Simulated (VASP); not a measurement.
Method: HSEsol screened hybrid, VASP's PBE PAW potentials (set 64) (plane waves; VASP).

VASP input:

### POSCAR
```
LiI
5.9591880
  0.0000000000   0.4999999800   0.4999999800
  0.4999999800   0.0000000000   0.4999999800
  0.4999999800   0.4999999800   0.0000000000
Li I
1 1
Cart
  0.0000000000   0.0000000000   0.0000000000
  0.4999999800   0.4999999800   0.4999999800
```

### KPOINTS
```
Automatic mesh
0
gamma
 6 6 6
0 0 0
```

**INCAR**
```
! general
SYSTEM  =LiI
PREC    =Accurate
ENCUT   =520
LREAL   =F   ! projection in real space or not
LASPH   =T   ! aspherical one-centre terms
ISYM    =3

! electronic loop
EDIFF   =1E-6   ! SCF stop (eV)
NELM    =60   ! most electronic steps
ALGO    =Normal   ! blocked Davidson
LMAXMIX =4

! smearing
ISMEAR  =0   ! Gaussian
SIGMA   =0.05   ! width (eV)

! functional
GGA     =PS   ! PBEsol
LHFCALC =T
AEXX    =0.25
HFSCREEN=0.2   ! 1/Angstrom
PRECFOCK=Fast

! ions
ISIF    =2   ! forces and stress, cell fixed

! output
LWAVE   =F
LCHARG  =F
```

POTCAR, in this order: Li_sv I (PBE.64 set). Program: vasp_std. Read from the step before: WAVECAR.

Output of the run:

### OSZICAR
```
       N       E                     dE             d eps       ncg     rms          rms(c)
DAV:   1    -0.692522512790E+01   -0.69252E+01   -0.29481E-01   288   0.543E+00    0.307E+00
DAV:   2    -0.692651066490E+01   -0.12855E-02   -0.66927E-03   355   0.904E-01    0.191E+00
DAV:   3    -0.692618050896E+01    0.33016E-03   -0.19365E-04   369   0.121E-01    0.111E+00
DAV:   4    -0.692604418507E+01    0.13632E-03   -0.46970E-05   315   0.492E-02    0.636E-01
DAV:   5    -0.692599461806E+01    0.49567E-04   -0.18592E-05   400   0.298E-02    0.364E-01
DAV:   6    -0.692597697815E+01    0.17640E-04   -0.66123E-06   415   0.169E-02    0.210E-01
DAV:   7    -0.692597080047E+01    0.61777E-05   -0.24899E-06   335   0.106E-02    0.121E-01
DAV:   8    -0.692596881183E+01    0.19886E-05   -0.78331E-07   182   0.668E-03    0.709E-02
DAV:   9    -0.692596812759E+01    0.68424E-06   -0.57976E-07   188   0.583E-03
   1 F= -.69259681E+01 E0= -.69259681E+01  d E =-.706941E-12
```

### OUTCAR
```
------------------------ aborting loop because EDIFF is reached ----------------------------------------
  FORCE on cell =-STRESS in cart. coord.  units (eV):
  Direction    XX          YY          ZZ          XY          YZ          ZX
  --------------------------------------------------------------------------------------
  Total       -0.2021805     -0.2021805     -0.2021805      0.0000000      0.0000000      0.0000000
  in kB       -6.1227806     -6.1227806     -6.1227806      0.0000000      0.0000000      0.0000000
  external PRESSURE =      -6.1227806 kB  Pullay stress =       0.0000000 kB
  volume of cell :       52.91
      direct lattice vectors                 reciprocal lattice vectors
     0.000000000  2.979593881  2.979593881    -0.167808104  0.167808104  0.167808104
     2.979593881  0.000000000  2.979593881     0.167808104 -0.167808104  0.167808104
     2.979593881  2.979593881  0.000000000     0.167808104  0.167808104 -0.167808104
 POSITION                                       TOTAL-FORCE (eV/Angst)
 -----------------------------------------------------------------------------------
      0.00000      0.00000      0.00000        -0.000000     -0.000000     -0.000000
      2.97959      2.97959      2.97959         0.000000      0.000000      0.000000
 -----------------------------------------------------------------------------------
    total drift:                                0.000000      0.000000      0.000000
  FREE ENERGIE OF THE ION-ELECTRON SYSTEM (eV)
  ---------------------------------------------------
  free  energy   TOTEN  =        -6.9259681276 eV

  energy  without entropy=       -6.9259681276  energy(sigma->0) =       -6.92596813

  exchange ACFDT corr.  =         0.00000000  see jH, gK, PRB 81, 115126
```
(Selected blocks of OUTCAR.)

The compound is LiI in the rock salt structure. This cell is one point of a volume scan, at 0.97 of the reference volume. The cell's shape comes from a PBE relaxation.
